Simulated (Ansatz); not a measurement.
A run of Ansatz 0.2.0:

input.yaml

```yaml
crystal:
  lattice:
    - [2.4705617809, 0.0, 0.0]
    - [-1.2352808905, 2.1395692639, 0.0]
    - [0.0, 0.0, 8.0882338]
  atoms:
    - { symbol: Co, position: [0.6666666667, 0.3333333333, 0.75], spin: 2.0 }
    - { symbol: Co, position: [0.0, 0.0, 0.5], spin: 2.0 }
    - { symbol: Co, position: [0.3333333333, 0.6666666667, 0.25], spin: 2.0 }
    - { symbol: Co, position: [0.0, 0.0, 0.0], spin: 2.0 }
hamiltonian:
  xc: lda
  pseudopotentials: { kind: paw }
magnetization:
  spin_polarized: true
kpoints:
  mp_grid: { grid: [10, 10, 3] }
scf:
  occupations: { method: fermi_dirac, width: 0.05 }
phonons:
  method: dfpt
```

Potentials or basis: Ansatz PAW.

The run is started by

```bash
$ ansatz run input.yaml --threads 2 --pin off --max-ram 5120MiB --backend cpu --events-out ev --progress --plain --runs-dir out
```

Hardware: 2 threads of Arm Neoverse V1, on a shared host.

Estimate the wall time of this run.

Wall time 110 s on 2 threads of Arm Neoverse V1, with other jobs on the host, peak memory 1.1 GiB. Counts: scf iterations 7, plane waves 813, k points 86, bands 46.
